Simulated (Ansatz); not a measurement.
SrO (NiAs type) was relaxed with 5 functionals in the PAW code Ansatz, cell and atoms free, the symmetry of the start kept (meshes: PBE 12×12×4, r2SCAN 12×12×4, PBEsol 12×12×4, LDA 12×12×4, HSE06 6×6×4). No spin polarisation. The prototype was imposed, so other structures may be more stable.

The PBEsol result:
```
Sr O
1.0
     3.53673    0.00000    0.00000
    -1.76837    3.06290    0.00000
     0.00000    0.00000    6.21331
Sr O
2 2
Direct
  0.00000 0.00000 0.00000
  0.00000 0.00000 0.50000
  0.33333 0.66667 0.25000
  0.66667 0.33333 0.75000
```

The symmetry is P6_3/mmc (No. 194, hexagonal); conventional cell a = 3.537 Å, c = 6.213 Å, 16.83 Å³ an atom. Around Sr lie 6 O at 2.57 Å; around O lie 6 Sr at 2.57 Å.

**Question.** How does the cell change with LDA?

**Answer.** a = 3.496 Å, c = 6.136 Å; the volume differs by -3.5 % from PBEsol's. Around Sr lie 6 O at 2.54 Å; around O lie 6 Sr at 2.54 Å.

**Question.** How does the cell change with PBE?

**Answer.** a = 3.589 Å, c = 6.308 Å; the volume differs by +4.5 % from PBEsol's. Sr is surrounded by 6 O at 2.60 Å; O is surrounded by 6 Sr at 2.60 Å.

**Question.** Held at the r2SCAN cell, what mean stress do LDA and PBE find, and does its sign point to their own minimum?

**Answer.** Yes. LDA -5.06 GPa, and its relaxed volume is -5.6 % from r2SCAN's; PBE +1.95 GPa, and its relaxed volume is +2.3 % from r2SCAN's. Compression counts positive, so a positive stress asks for a larger cell.
